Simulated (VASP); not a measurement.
# Bi: convergence with the k-mesh and SCF threshold, part 3 of 3

A convergence test on Bi: the k-mesh and SCF threshold. The atoms are off their equilibrium sites, so that forces can be compared too. The series runs use PBE. The atoms of the start are displaced at random from the sites of a Pm-3m cell.

VASP 6.6.1; PBE; plane waves and PAW (Bi_d).

Still holding for the runs below: The k-mesh is coarse for a metal.

So far. Step 11 (SCF threshold: EDIFF = 0.001): Against the run before the energy moves by -1.11 meV an atom and the pressure by -0.10 GPa, after 8 cycles in 19 s. Step 12 (SCF threshold: EDIFF = 1E-04): Against the run before the energy moves by +0.03 meV an atom and the pressure by +0.78 GPa, after 10 cycles in 22 s.

The starting crystal is not the ambient structure of Bi; it is a model or a phase of other conditions.

## Step 13: SCF threshold: EDIFF = 1E-05 (continued)

Parts of OUTCAR (step 13):

```text
  Total        0.3301233      0.9425053      1.6379900     -0.0203831     -0.0087815      0.2175423
  in kB        3.8519985     10.9974928     19.1126612     -0.2378377     -0.1024653      2.5383620
  external PRESSURE =      11.3207175 kB  Pullay stress =       0.0000000 kB

 POSITION                                       TOTAL-FORCE (eV/Angst)
 -----------------------------------------------------------------------------------
      3.23799      3.37500      4.92342        -0.051845      0.121000     -0.009317
      1.07874      1.14209      1.60596         0.006217      0.120403     -0.003790
      3.45289      3.36111      1.65067         0.005374     -0.118404      0.006190
      0.87762      1.06593      4.88431         0.040255     -0.122999      0.006918
 -----------------------------------------------------------------------------------
    total drift:                               -0.000203      0.000148     -0.000810

  FREE ENERGIE OF THE ION-ELECTRON SYSTEM (eV)
  ---------------------------------------------------
  free  energy   TOTEN  =       -15.3359008842 eV

  energy  without entropy=      -15.3126727012  energy(sigma->0) =      -15.32428679

[... 2 parts as in an earlier step ...]

[... 1 further part left out ...]
[key lines of the parts left out:]
E-fermi :   6.6059
```

Against the run before the energy stays within 0.01 meV an atom; the pressure moves by -0.03 GPa, after 10 cycles in 22 s.

## Step 14: SCF threshold: EDIFF = 1E-06

Input file INCAR:

```
SYSTEM = Bi
PREC = Accurate
ENCUT = 400
EDIFF = 1E-06
NELM = 100
ISMEAR = -1
SIGMA = 0.05
LREAL = .FALSE.
ALGO = Normal
GGA = PE
NBANDS = 37
LORBIT = 11
LWAVE = .FALSE.
LCHARG = .FALSE.
KPAR = 4
ISIF = 2
```

Input file POSCAR:

```
Bi
1.0
    4.6584121839      0.0000000000      0.0000000000
    0.0000000000      4.5263885800      0.0000000000
   -0.3459734563      0.0000000000      6.5119480672
Bi
4
Direct
    0.7512360000      0.7456270000      0.7560590000
    0.2498840000      0.2523180000      0.2466170000
    0.7600420000      0.7425590000      0.2534830000
    0.2440990000      0.2354930000      0.7500530000
```

Input file KPOINTS:

```
Automatic mesh
0
Gamma
6 6 4
0 0 0
```

The projector-augmented-wave data sets are Bi_d (PBE family, release 64).

Command:

```bash
$ mpirun -np 4 vasp_std
```

The log of the run:

```text
[... set-up lines as in an earlier step ...]
 entering main loop
       N       E                     dE             d eps       ncg     rms          rms(c)
[... 11 cycles as in an earlier step ...]
   1 F= -.15335902E+02 E0= -.15324288E+02  d E =-.232279E-01
```

It took 23 s on 4 MPI ranks of Intel Xeon 6975P-C (Granite Rapids), shared host; peak memory 1.2 GiB.

OUTCAR, selected parts (step 14):

```text
[... 6 parts as in an earlier step ...]

[... 1 further part left out ...]
[key lines of the parts left out:]
E-fermi :   6.6061
```

Against the run before the energy stays within 0.01 meV an atom; the pressure moves by -0.01 GPa, after 11 cycles in 23 s.

## Step 15: SCF threshold: EDIFF = 1E-08

Changes to INCAR since step 14:

```diff
@@ -3,3 +3,3 @@
 ENCUT = 400
-EDIFF = 1E-06
+EDIFF = 1E-08
 NELM = 100
```

POSCAR is that of step 14.

KPOINTS is that of step 14.

Command:

```bash
$ mpirun -np 4 vasp_std
```

The log of the run:

```text
[... set-up lines as in an earlier step ...]
 entering main loop
       N       E                     dE             d eps       ncg     rms          rms(c)
[... 9 cycles as in an earlier step ...]
DAV:  10    -0.153359014427E+02    0.20206E-05   -0.32055E-05  7516   0.504E-02    0.293E-03
DAV:  11    -0.153359016008E+02   -0.15806E-06   -0.29857E-06  7455   0.232E-02    0.170E-03
DAV:  12    -0.153359020835E+02   -0.48267E-06   -0.38381E-07  6192   0.520E-03    0.126E-03
DAV:  13    -0.153359019019E+02    0.18157E-06   -0.17802E-07  7307   0.463E-03    0.144E-04
DAV:  14    -0.153359019468E+02   -0.44934E-07   -0.76143E-09  3743   0.101E-03    0.942E-05
DAV:  15    -0.153359019581E+02   -0.11267E-07   -0.26652E-09  3672   0.638E-04    0.304E-05
DAV:  16    -0.153359019566E+02    0.15370E-08   -0.13037E-09  3577   0.398E-04
   1 F= -.15335902E+02 E0= -.15324288E+02  d E =-.232280E-01
```

Wall time 35 s (4 MPI ranks); peak memory 1.2 GiB.

From OUTCAR (step 15):

```text
  Total        0.3065795      0.9220462      1.6153227     -0.0203000     -0.0088482      0.2201444
  in kB        3.5772803     10.7587691     18.8481708     -0.2368677     -0.1032439      2.5687241
  external PRESSURE =      11.0614068 kB  Pullay stress =       0.0000000 kB

 POSITION                                       TOTAL-FORCE (eV/Angst)
 -----------------------------------------------------------------------------------
      3.23799      3.37500      4.92342        -0.051807      0.121433     -0.009313
      1.07874      1.14209      1.60596         0.006056      0.120861     -0.003785
      3.45289      3.36111      1.65067         0.005628     -0.118801      0.006338
      0.87762      1.06593      4.88431         0.040123     -0.123493      0.006761
 -----------------------------------------------------------------------------------
    total drift:                               -0.000221      0.000092     -0.000817

  FREE ENERGIE OF THE ION-ELECTRON SYSTEM (eV)
  ---------------------------------------------------
  free  energy   TOTEN  =       -15.3359019566 eV

  energy  without entropy=      -15.3126739444  energy(sigma->0) =      -15.32428795

[... 2 parts as in an earlier step ...]

[... 1 further part left out ...]
[key lines of the parts left out:]
E-fermi :   6.6062
```

Against the run before the energy stays within 0.01 meV an atom; the pressure moves by -0.02 GPa, after 16 cycles in 35 s.

## Step 16: The SCF threshold series as a table

This step: convergence of PBE results with the threshold; plane waves and PAW (VASP 6.6.1).

Derived from the runs above.

Differences are taken from the run with EDIFF = 1E-08. Results of the series, by row:

```tsv
setting	status	energy less the reference (meV/atom)	pressure (GPa)	largest force difference (meV/Å)	SCF cycles	wall time (s)
EDIFF = 0.01	converged	1.079	0.4835	7.946	6	14
EDIFF = 0.001	converged	-0.0313	0.3829	1.105	8	18.6
EDIFF = 1E-04	converged	3.65e-4	1.163	0.571	10	22
EDIFF = 1E-05	converged	2.90e-4	1.132	0.494	10	22
EDIFF = 1E-06	converged	8.00e-5	1.122	0.141	11	23
EDIFF = 1E-08	converged	0	1.106	0	16	35
```

## Step 17: Outcome

```yaml
k_mesh_from_which_the_energy_stays_within_10_mev_atom_of_the_reference: 7 7 5
k_mesh_from_which_the_energy_stays_within_1_mev_atom_of_the_reference: none before the reference itself
k_mesh_from_which_the_pressure_stays_within_0p2_gpa_of_the_reference: 4 4 3
spread_of_the_pressure_over_the_k_mesh: 6.14 GPa
spread_of_the_energy_over_the_k_mesh: 1279 meV/atom
scf_threshold_from_which_the_energy_stays_within_10_mev_atom_of_the_reference: EDIFF = 0.01
scf_threshold_from_which_the_energy_stays_within_1_mev_atom_of_the_reference: EDIFF = 0.001
scf_threshold_from_which_the_pressure_stays_within_0p2_gpa_of_the_reference: EDIFF = 1E-04
spread_of_the_pressure_over_the_scf_threshold: 0.780 GPa
spread_of_the_energy_over_the_scf_threshold: 1.11 meV/atom
```

In words: No run before the reference (9 9 7) settles within 1 meV an atom of it; the step next to it is off by -1.4 meV an atom, -0.03 GPa, 20.3 meV/Å in forces. The pressure holds within 0.2 GPa from 4 4 3 on. The energy swings above and below the reference, since the sum over k-points is not variational. A metal's Fermi surface slows this convergence. From EDIFF = 0.001 on, the energy stays within 1 meV an atom of the reference, at 53 % of its time. The pressure holds within 0.2 GPa from EDIFF = 1E-04 on. The loosest stop saves 10 of 16 cycles and costs +1.1 meV an atom, -0.62 GPa, 7.9 meV/Å in forces. For the k-mesh, differences are taken from the run with 9 9 7, which is itself not the exact limit. The runs at 2 2 1; 2 2 2; 3 3 2 are over 30 meV an atom or 2 GPa off and describe the material poorly.

[Lines on the potential files, build, host, timing and source positions are cut from VASP's logs without a mark.]

[Logs are printed without paths, hosts, clocks, repeated set-up lines and the standing remarks that a program may print on its own settings, such as how far it seeks lower states.]

[Hosts, paths, dates, database ids (printed as entryN), source tags and the programs' standing remarks are cut or masked in the printed files.]

[A measured line is paired with the nearest computed mode of its activity, which favours agreement.]

[In band tables of VASP the shares of atoms and orbitals are scaled to a sum of 1 inside the atoms' spheres.]
